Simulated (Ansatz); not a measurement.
# Te on Nb(100): change of the work function, part 2 of 2

Aim: the work function of Nb(100) at several coverages of Te (bridge site), and the dipole that each adsorbate carries.

Ansatz 0.2.0; plane-wave DFT, PBE, Ansatz PAW (the session's first sound run).

So far, work function, upper face (eV): step 2 (the clean slab) 3.60; step 3 (21 atoms, coverage 0.25 ML, cell 2x2) 4.63; step 4 (22 atoms, coverage 0.5 ML, cell 2x2) 4.95; step 5 (6 atoms, coverage 1 ML, cell 1x1) 4.64.

### 6. Work function against coverage

This step: plane-wave DFT, PBE, Ansatz PAW; work function against coverage (Ansatz 0.2.0).

The runs are now put side by side.

Numbers from this step:

| Property | Result |
| --- | --- |
| work function of the clean face | 3.596 eV |
| largest change of the work function | 1.356 eV |

The work function of the covered face by coverage:

```csv
coverage (adsorbates/nm²),work function of the covered face (eV)
0.00,3.60
2.30,4.63
4.59,4.95
9.18,4.64
```

The dipole per adsorbate comes from the change of the cell's dipole. Coverage, by row:

```csv
coverage (1/nm²),coverage (ML),work function (eV),change (eV),"dipole per adsorbate, positive end outwards (debye)",mean height of the added atoms over the highest substrate atom (Å)
2.296,0.25,4.631,1.035,-1.204,2.251
4.591,0.5,4.952,1.356,-0.789,2.245
9.183,1,4.636,1.041,-0.301,2.3
```

### 7. The slab at 0.25 ML, atoms frozen

This step: plane-wave DFT, PBE, Ansatz PAW (Ansatz 0.2.0).

System of this step: Te/Nb(100). The cell holds 21 atoms: 20 Nb and 1 Te. Its edges and angles: a = 6.600 Å, b = 6.600 Å, c = 27.145 Å, α = 90.0°, β = 90.0°, γ = 90.0°. Vacuum lies along c.

To see where the charge goes, the covered slab, the bare substrate and the adsorbate layer are each run at the same frozen positions and on the same grid.

File input.yaml:

```yaml
crystal:
  lattice:
    - [6.6, 0.0, 0.0]
    - [0.0, 6.6, 0.0]
    - [0.0, 0.0, 27.1450980214]
  atoms:
    - { symbol: Nb, position: [0.0, 0.0, 0.3315515749] }
    - { symbol: Nb, position: [0.25, 0.25, 0.3923360304] }
    - { symbol: Nb, position: [-0.001074761, 0.0, 0.4532027026] }
    - { symbol: Nb, position: [0.25, 0.2478079169, 0.5146086479] }
    - { symbol: Nb, position: [0.0080563638, 0.0, 0.5750011414] }
    - { symbol: Nb, position: [0.0, 0.5, 0.3315515749] }
    - { symbol: Nb, position: [0.25, 0.75, 0.3923360304] }
    - { symbol: Nb, position: [-0.0010971399, 0.5, 0.4529604421] }
    - { symbol: Nb, position: [0.25, 0.7521920831, 0.5146086479] }
    - { symbol: Nb, position: [0.0048121794, 0.5, 0.5671776477] }
    - { symbol: Nb, position: [0.5, 0.0, 0.3315515749] }
    - { symbol: Nb, position: [0.75, 0.25, 0.3923360304] }
    - { symbol: Nb, position: [0.501074761, 0.0, 0.4532027026] }
    - { symbol: Nb, position: [0.75, 0.2519964227, 0.5160328984] }
    - { symbol: Nb, position: [0.4919436362, 0.0, 0.5750011414] }
    - { symbol: Nb, position: [0.5, 0.5, 0.3315515749] }
    - { symbol: Nb, position: [0.75, 0.75, 0.3923360304] }
    - { symbol: Nb, position: [0.5010971399, 0.5, 0.4529604421] }
    - { symbol: Nb, position: [0.75, 0.7480035773, 0.5160328984] }
    - { symbol: Nb, position: [0.4951878206, 0.5, 0.5671776477] }
    - { symbol: Te, position: [0.25, 0.0, 0.6579297116] }
kpoints:
  mp_grid: { grid: [5, 5, 1] }
hamiltonian:
  xc: pbe
scf:
  occupations: { method: fermi_dirac, width: 0.1 }
  convergence: { dr2_threshold: 1.0e-08 }
efield:
  axis: 3
  dipole_correction: true
  ramp_position: 0.97
  ramp_width: 0.06
output:
  write_potential: true
  write_density: true
  volumetric_format: npy
```

Started as:

```console
ansatz run input.yaml --threads 4 --pin off --max-ram 12288MiB --backend cpu --events-out ev --progress --plain --runs-dir out
```

The job ended after 1.7 min (4 threads of Arm Neoverse V1, shared host; peak memory 4.4 GiB; 6.6 min of CPU time).

Numbers from this step:

```
energy at zero smearing        : -98014.2691 eV
work function, upper face      : 4.631 eV
work function, lower face      : 3.721 eV
dipole along the normal        : -0.2189 e·Å
step between the vacuum levels : 0.9095 eV
```

The work function of the upper face is 4.63 eV.

### 8. The substrate of the 0.25 ML cell alone

System of this step: Te/Nb(100), substrate alone, atoms held. The cell holds 20 atoms: 20 Nb. Its edges and angles: a = 6.600 Å, b = 6.600 Å, c = 27.145 Å, α = 90.0°, β = 90.0°, γ = 90.0°. Vacuum lies along c.

The second part, atoms unmoved.

Changes to input.yaml since step 7:

```diff
@@ -26,3 +26,2 @@
     - { symbol: Nb, position: [0.4951878206, 0.5, 0.5671776477] }
-    - { symbol: Te, position: [0.25, 0.0, 0.6579297116] }
 kpoints:
```

It took 88 s on 4 threads; peak memory 4.1 GiB.

Numbers from this step:

```
energy at zero smearing        : -91032.1723 eV
work function, upper face      : 3.629 eV
work function, lower face      : 3.720 eV
dipole along the normal        : 0.02197 e·Å
step between the vacuum levels : -0.09125 eV
```

The work function of the upper face is 3.63 eV.

### 9. The adsorbate layer of the 0.25 ML cell alone

System of this step: Te/Nb(100), adsorbate layer alone, atoms held. The cell holds 1 atom: 1 Te. Cell: a = 6.600 Å, b = 6.600 Å, c = 27.145 Å, α = 90.0°, β = 90.0°, γ = 90.0°. Vacuum lies along c.

The third part; a free layer of atoms may carry a moment, so spin is on.

input.yaml, the sections that differ from step 8:

```yaml
crystal:
  lattice:
    - [6.6, 0.0, 0.0]
    - [0.0, 6.6, 0.0]
    - [0.0, 0.0, 27.1450980214]
  atoms:
    - { symbol: Te, position: [0.25, 0.0, 0.6579297116], spin: 1.0 }
magnetization:
  spin_polarized: true
# kpoints, hamiltonian, scf, efield, output: as in step 8
```

Elapsed: 14 s, on 4 threads; peak memory 1.2 GiB.

This step gave:

| Property | Result |
| --- | --- |
| energy at zero smearing | -6977.5612 eV |
| total moment | 2.000 μB |
| site moments | 1.980 μB |
| work function, upper face | 5.275 eV |
| dipole along the normal | -4.25e-6 e·Å |

Site moment by atom:

```csv
atom,site moment (μB)
Te1,1.98
```

The free layer carries a moment of 2.0 μB a cell.

### 10. Where the charge went at 0.25 ML

This step: plane-wave DFT, PBE, Ansatz PAW; density difference on adsorption (Ansatz 0.2.0).

The densities of the parts are taken from that of the whole and averaged over planes; the first moment of what is left gives the step in the potential.

This step gave:

* largest charge moved: -0.004497 e/Å²
* potential step from the moved charge: 1.000 eV

The electron density difference oscillates, so the rows of the table below give means over windows of 1 Å about each position, cut where the curve ends. Its maxima inside the range that stand out by 2 % of the span (Å: e/Å³): 8.6: 1.6e-4, 9.5: 3.5e-4, 11.6: 3.2e-4, 13.9: 0.00122, 15.1: 0.00141, 17.0: 0.00535, 18.5: 0.00134. Its minima: 9.0: -1.8e-4, 10.5: -2.9e-4, 12.9: -5.0e-4, 14.6: -0.00140, 16.1: -0.00744, 18.1: 1.6e-4.

Planar mean, whole system less its parts. Table of electron density difference by z; means over each step:

```csv
z (Å),electron density difference (e/Å³)
4,7.0e-7
5,4.3e-6
6,1.9e-5
7,2.6e-5
8,-1.0e-4
9,5.7e-5
10,9.7e-7
11,-1.1e-4
12,1.2e-4
13,-2.0e-4
14,2.0e-4
15,-1.6e-4
16,-0.00427
17,0.00334
18,7.9e-4
19,4.6e-4
20,-1.4e-4
21,-2.7e-5
22,-3.2e-6
23,-3.2e-7
```

Planar mean, whole system less its parts. Table of electrons moved below z by z:

```csv
z (Å),electrons moved below z (e/Å²)
4,3.5e-7
5,2.4e-6
6,1.3e-5
7,4.6e-5
8,-1.1e-5
9,-4.9e-5
10,8.5e-5
11,-1.1e-4
12,-2.0e-5
13,-1.9e-4
14,3.3e-4
15,-1.8e-4
16,-0.00216
17,-0.00246
18,-6.0e-4
19,2.0e-4
20,7.0e-5
21,9.1e-6
22,8.9e-7
23,3.6e-8
```

### 11. The same run with other settings

This step: plane-wave DFT, PBE, Ansatz PAW, but for the change named below (Ansatz 0.2.0).

System of this step: Te/Nb(100). The cell holds 6 atoms: 5 Nb and 1 Te. Its edges and angles: a = 3.300 Å, b = 3.300 Å, c = 27.145 Å, α = 90.0°, β = 90.0°, γ = 90.0°. Vacuum lies along c.

A run with a changed input: it repeats the earlier run at 1 ML with hamiltonian.dispersion to d3bj and scf.lower_state_search to off.

File input.yaml:

```yaml
crystal:
  lattice:
    - [3.3, 0.0, 0.0]
    - [0.0, 3.3, 0.0]
    - [0.0, 0.0, 27.1450980214]
  atoms:
    - { symbol: Nb, position: [0.0, 0.0, 0.3315515749] }
    - { symbol: Nb, position: [0.5, 0.5, 0.3923360304] }
    - { symbol: Nb, position: [0.0, 0.0, 0.4530995762] }
    - { symbol: Nb, position: [0.5, 0.5, 0.5155401631] }
    - { symbol: Nb, position: [0.0, 0.0, 0.5686917976] }
    - { symbol: Te, position: [0.5, 0.0, 0.6684484251] }
kpoints:
  mp_grid: { grid: [9, 9, 1] }
hamiltonian:
  xc: pbe
  dispersion: d3bj
scf:
  occupations: { method: fermi_dirac, width: 0.1 }
  convergence: { dr2_threshold: 1.0e-08 }
  lower_state_search: "off"
efield:
  axis: 3
  dipole_correction: true
  ramp_position: 0.97
  ramp_width: 0.06
relax:
  f_tol: 0.02
  max_steps: 60
  constraints: [{ sites: [0, 1] }]
output:
  bader: true
  write_potential: true
  write_density: true
  volumetric_format: npy
```

Elapsed: 60 s, on 4 threads; peak memory 0.75 GiB; 3.9 min of CPU time.

Step by step:

```csv
step,energy less that of the first step (eV),largest force component (eV/Å)
1,0.0000,1.6003
2,-0.3156,0.5627
3,-0.3500,0.5645
4,-0.3662,0.2384
5,-0.3753,0.0239
6,-0.3754,0.0013
```

Forces are held to the 4 operations that the run works with; a distortion that breaks them can't arise in this run.

The atoms that moved most (Å):

```csv
atom,dx,dy,dz,length
Te6,0.000,0.000,-0.397,0.397
Nb4,0.000,0.000,-0.088,0.088
Nb5,0.000,0.000,0.037,0.037
Nb3,0.000,0.000,-0.035,0.035
```

The relaxed structure:

```xyz
6
Lattice="3.3000 0.0000 0.0000 0.0000 3.3000 0.0000 0.0000 0.0000 27.1451" Properties=species:S:1:pos:R:3
Nb    0.0000    0.0000    9.0000
Nb    1.6500    1.6500   10.6500
Nb    0.0000    0.0000   12.2649
Nb    1.6500    1.6500   13.9068
Nb    0.0000    0.0000   15.4745
Te    1.6500    0.0000   17.7483
```

This step gave:

| Quantity | Value |
| --- | --- |
| energy at zero smearing | -29742.7548 eV |
| work function, upper face | 4.641 eV |
| work function, lower face | 3.724 eV |
| dipole along the normal | -0.05520 e·Å |
| step between the vacuum levels | 0.9173 eV |

```csv
quantity,this run,earlier run,difference
"work function, upper face (eV)",4.641,4.636,0.0045
"work function, lower face (eV)",3.724,3.726,-0.0028
dipole along the normal (e·Å),-0.05520,-0.05476,-4.4e-4
```

What moves beyond 0.01 in its unit (for the dipole 0.5 % and 5e-5 e·Å): dipole along the normal (-0.000441 e·Å).

### 12. A changed input: scf.lower_state_search = "off"

This step: plane-wave DFT, PBE, Ansatz PAW (Ansatz 0.2.0).

System of this step: Nb(100). The cell holds 5 atoms: 5 Nb. Its edges and angles: a = 3.300 Å, b = 3.300 Å, c = 24.600 Å, α = 90.0°, β = 90.0°, γ = 90.0°. Vacuum lies along c.

Another changed input: it repeats the earlier run at 0 ML with scf.lower_state_search to off.

input.yaml, the sections that differ from step 11:

```yaml
crystal:
  lattice:
    - [3.3, 0.0, 0.0]
    - [0.0, 3.3, 0.0]
    - [0.0, 0.0, 24.6]
  atoms:
    - { symbol: Nb, position: [0.0, 0.0, 0.3658536585] }
    - { symbol: Nb, position: [0.5, 0.5, 0.4329268293] }
    - { symbol: Nb, position: [0.0, 0.0, 0.5] }
    - { symbol: Nb, position: [0.5, 0.5, 0.5670731707] }
    - { symbol: Nb, position: [0.0, 0.0, 0.6341463415] }
hamiltonian:
  xc: pbe
output:
  write_potential: true
  write_density: true
  volumetric_format: npy
# kpoints, scf, efield, relax: as in step 11
```

Run time: 18 s. Hardware: 4 threads; peak memory 0.59 GiB.

The steps of the relaxation:

```csv
step,energy less that of the first step (eV),largest force component (eV/Å)
1,0.0000,1.2171
2,-0.0352,1.3788
3,-0.1295,0.1269
4,-0.1307,0.0670
5,-0.1316,0.0054
```

Forces are held to the 8 operations that the run works with; a distortion that breaks them can't arise in this run.

The atoms that moved most (Å):

```csv
atom,dx,dy,dz,length
Nb5,0.000,0.000,-0.163,0.163
Nb4,0.000,0.000,0.044,0.044
```

The relaxed structure:

```
Nb
1.0
     3.30000    0.00000    0.00000
     0.00000    3.30000    0.00000
     0.00000    0.00000   24.60000
Nb
5
Direct
  0.00000 0.00000 0.36585
  0.50000 0.50000 0.43293
  0.00000 0.00000 0.49998
  0.50000 0.50000 0.56888
  0.00000 0.00000 0.62753
```

Numbers from this step:

```
energy at zero smearing        : -22758.0916 eV
work function, upper face      : 3.596 eV
work function, lower face      : 3.728 eV
dipole along the normal        : 0.007936 e·Å
step between the vacuum levels : -0.1319 eV
```

```csv
quantity,this run,earlier run,difference
"work function, upper face (eV)",3.596,3.596,0
"work function, lower face (eV)",3.728,3.728,0
dipole along the normal (e·Å),0.007936,0.007936,0
```

Nothing in the table moves by 0.01 in its unit (for the dipole 0.5 % and 5e-5 e·Å).

### 13. Summary of results

- work function of the clean face: 3.60 eV
- work function at 0.25 ML: 4.63 eV
- work function at 0.5 ML: 4.95 eV
- work function at 1 ML: 4.64 eV
- dipole per adsorbate at 0.25 ML, positive end outwards: -1.20 D
- step of the potential from the moved charge at 0.25 ML, upper less lower side, atoms held: 1.00 eV

In words: Te raises the work function of Nb(100) at the lowest coverage, by 1.03 eV: the adsorbate layer has its negative end outwards. The dipole per adsorbate falls from 1.20 to 0.30 D as the layer fills. Neighbouring dipoles depolarise each other, and heights and bonding change with coverage too. The slab has 5 layers, at the tabulated experimental lattice constant, one starting site was run, and quantum-size effects of a slab this thin can reach one or two tenths of an eV.

[Logs are printed without paths, hosts, clocks, repeated set-up lines and the standing remarks that a program may print on its own settings, such as how far it seeks lower states.]

[Hosts, paths, dates, database ids (printed as entryN), source tags and the programs' standing remarks are cut or masked in the printed files.]

[Maps of the electrostatic potential energy from Ansatz leave out the sawtooth potential of an applied field or a dipole correction, so their vacuum need not be flat; planar profiles and work functions include it.]
